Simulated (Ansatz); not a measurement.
**Li2H: balancing the decomposition**

Method: Ansatz 0.2.0, DFT PBE, scalar-relativistic, plane waves, PAW. All cells share a 420 eV cutoff and Γ-centred k meshes spaced at most about 0.3 Å⁻¹ (about 0.25 or finer for metals, 2π included). No spin polarisation.

The zero of energy is the elements' standard structures at the same level (H₂ as a molecule); no fitted shifts are applied.

Temperature and zero-point effects are left out. With hydrogen, zero-point motion can shift formation energies by some tens of meV/atom.

A trial structure of Li2H (reached from: LaBr2 type (P6_3/mmc); relaxed: space group P6_3/mmc (No. 194), a = 2.809 Å, c = 10.246 Å) has a formation energy of -0.195 eV/atom. At its composition the lowest mixture among the elements and 1 reference phase computed alike (others may be missing) consists of these:

| phase | source | ΔE_f (eV/atom) |
| --- | --- | --- |
| Li (solid) | element | -0.004 |
| LiH (Fm-3m) | textbook type | -0.417 |

The lowest database cell of Li (-0.004) lies slightly below the reference, hence the non-zero entry.

Problem. Write the balanced decomposition and find its energy per atom, per formula unit and per mole of formula units.

Solution. Balancing Li and H gives Li2H → Li + LiH. The left side holds 3 atoms, and the products take 1/3 (Li) and 2/3 (LiH) of them. The mixture therefore lies at 1/3 × (-0.004) + 2/3 × (-0.417) = -0.279 eV/atom. The reaction energy is -0.279 − (-0.195) = -0.084 eV/atom. Times 3 atoms that is -0.252 eV per Li2H, and times 96.485 it is -24 kJ per mole of Li2H. Decomposition is downhill, so the trial structure is unstable against this mixture.
